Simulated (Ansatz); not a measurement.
A series in volume scale on Ga

Results calculated with Ansatz 0.2.0, not measured. Periodic Kohn-Sham DFT of a crystal at fixed atoms, scaled to volume_scale times the given cell; pressure positive in compression, energy less spherical unpolarised free atoms, largest_vzz the field gradient of largest size among the nuclei.

The cell before it is scaled or strained (space group C2/c, No. 15):
```
Ga
1.0
      1.3830    -4.0265     0.0000
      1.3830     4.0265     0.0000
     -0.1175     0.0000     3.3299
Ga
2
Direct
  0.86900 0.13100 0.25000
  0.13100 0.86900 0.75000
```

Settings of every row: method all-electron LAPW; functional PBEsol; relativity scalar; k mesh 14x14x11; filling fermi-dirac; smearing width 0.03 eV; basis error target 0.5 meV/atom; nucleus gaussian.

Atom start moment: 0 on all atoms.

| row | volume scale | V (Å³/atom) | energy less free atoms (eV/atom) | pressure (GPa) |
| --- | --- | --- | --- | --- |
| 1 | 0.94 | 17.43 | -3.3248 | 1.966 |
| 2 | 0.95 | 17.616 | -3.3267 | 1.242 |
| 3 | 0.96 | 17.801 | -3.3277 | 0.551 |
| 4 | 0.98 | 18.172 | -3.3275 | -0.723 |
| 5 | 0.99 | 18.358 | ? | ? |
| 6 | 1 | 18.543 | -3.3245 | -1.846 |
| 7 | 1.01 | 18.728 | -3.322 | -2.351 |
| 8 | 1.02 | 18.914 | -3.319 | -2.818 |
| 9 | 1.04 | 19.285 | -3.3115 | -3.655 |
| 10 | 1.05 | 19.47 | -3.3071 | -4.035 |
| 11 | 1.06 | 19.656 | -3.3022 | -4.393 |

Question: what energy less free atoms and pressure should row 5 give?

Worked fit of energy less free atoms. Take u = (V_r/V)^(2/3) − 1 with V_r = 18.636 Å³ an atom, which is twice the finite (Eulerian) strain; such expansions in the strain, on which the Birch-Murnaghan equation of state is built, carry the rest volume and the bulk modulus. The shown rows have u = 0.04561, 0.03824, 0.03103, 0.01695, 0.00334, -0.00328, -0.00982, -0.02256, -0.02876, -0.0349. Least squares give energy less free atoms = −3.3233 − 0.3677 × u + 7.03 × u² + 7 × u³ eV/atom; a parabola predicts inner rows, each left out in turn, worse (root mean square 9.9e-05 against 3.8e-05 eV/atom). The rows lie off it by 0.0000, 0.0000, 0.0000, 0.0000, -0.0001, 0.0000, 0.0000, 0.0000, 0.0000, 0.0000. Its lowest point lies at u = 0.0252, or V = 17.95 Å³ an atom, and the curvature there gives the bulk modulus at fixed shape and fractions, B = (4/9)(1 + u)² E″(u)/V = 63 GPa. Letting shape and atoms relax would as a rule lower it, by much in layered, chain or molecular crystals. The withheld row has u = 0.01007, so the fit gives −3.3233 − 0.3677 × (0.01007) + 7.03 × (0.01007)² + 7 × (0.01007)³ = -3.3263 eV/atom.

The calculation gave -3.3263 eV/atom. The fit meets it to the printed digit.

Worked fit of pressure. Take u = (V_r/V)^(2/3) − 1 with V_r = 18.636 Å³ an atom, which is twice the finite (Eulerian) strain; such expansions in the strain, on which the Birch-Murnaghan equation of state is built, carry the rest volume and the bulk modulus. The shown rows have u = 0.04561, 0.03824, 0.03103, 0.01695, 0.00334, -0.00328, -0.00982, -0.02256, -0.02876, -0.0349. Least squares give pressure = −2.0976 + 75.937 × u + 293.58 × u² GPa; a straight line predicts inner rows, each left out in turn, worse (root mean square 0.17 against 0.0079 GPa). The rows lie off it by -0.011, 0.006, 0.010, 0.003, -0.005, -0.007, -0.003, 0.006, 0.004, -0.003 (root mean square 0.0064 GPa). The pressure vanishes at u = 0.0252, or V = 17.95 Å³ an atom, and there the bulk modulus at fixed shape and fractions is B = −V dP/dV = (2/3)(1 + u) dP/du = 62 GPa. Letting shape and atoms relax would as a rule lower it, by much in layered, chain or molecular crystals. The withheld row has u = 0.01007, so the fit gives −2.0976 + 75.937 × (0.01007) + 293.58 × (0.01007)² = -1.303 GPa.

The calculation gave -1.303 GPa. The fit meets it to the printed digit.
